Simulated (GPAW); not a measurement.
The system is PbSe (Clausthalite).

```xyz
2
Lattice="0.0000 3.0606 3.0606 3.0606 0.0000 3.0606 3.0606 3.0606 0.0000" Properties=species:S:1:pos:R:3 pbc="T T T"
Pb    0.0000    0.0000    0.0000
Se    3.0606    3.0606    3.0606
```

Base run:

| Quantity | Value |
| --- | --- |
| Program | GPAW 26.7.0 |
| Functional | optB88-vdW |
| Potentials or basis | GPAW PAW data sets (gpaw-data 1.2.1) |
| Cutoff | 600 eV |
| Basis | pw |
| k mesh | 6 × 6 × 6 |
| Occupations | fermi-dirac, width 0.05 eV |
| Spin | spin-orbit coupling, no magnetisation |

Its results: band gap on the k mesh 0.40 eV, direct.

Task: The run is repeated on the same cell with these changes: functional from optB88-vdW to vdW-DF; band points from 100 to 80. What comes out?

Result: Band gap on the k mesh 0.31 eV, direct.

Caveats: spin-orbit coupling was added after a scalar SCF, so levels and gaps hold it while energy, forces, pressure and moments don't; this program's spin-orbit splittings come out too wide for heavy elements.

A k mesh can miss the band edges.
